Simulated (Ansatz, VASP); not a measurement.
**Two plane-wave programs on Al**

```
Al
1.0
    -1.92363    1.92363    2.72959
     1.92363   -1.92363    2.72959
     1.92363    1.92363   -2.72959
Al
2
Direct
  0.24996 0.24996 0.00000
  0.75004 0.75004 0.00000
```

Alike in both runs: functional PBE; k mesh 8 × 8 × 8; occupations gaussian, width 0.1 eV; no spin polarisation.

Ansatz relaxed the structure, and its values are those at the end. VASP's run is a single point on that final structure, the one shown.

|  | VASP | Ansatz |
| --- | --- | --- |
| version | VASP 6.6.1 | Ansatz 0.2.0 |
| potentials or method | VASP PAW PBE potentials, release 64 (Al) | scalar-relativistic, plane waves, PAW |
| plane-wave cutoff (eV) | 520 | 420 |
| valence electrons in the cell | 6 | 6 |

```tsv
	VASP	Ansatz	Ansatz less VASP
gap on the k mesh at the Fermi level (eV)	none	none	-
pressure (GPa)	0.2	0.2	+0.02
```

A gap of «none» marks a metal or a gap that the smearing closes. With one functional, cell and mesh, what is left measures potentials, basis and numerics.
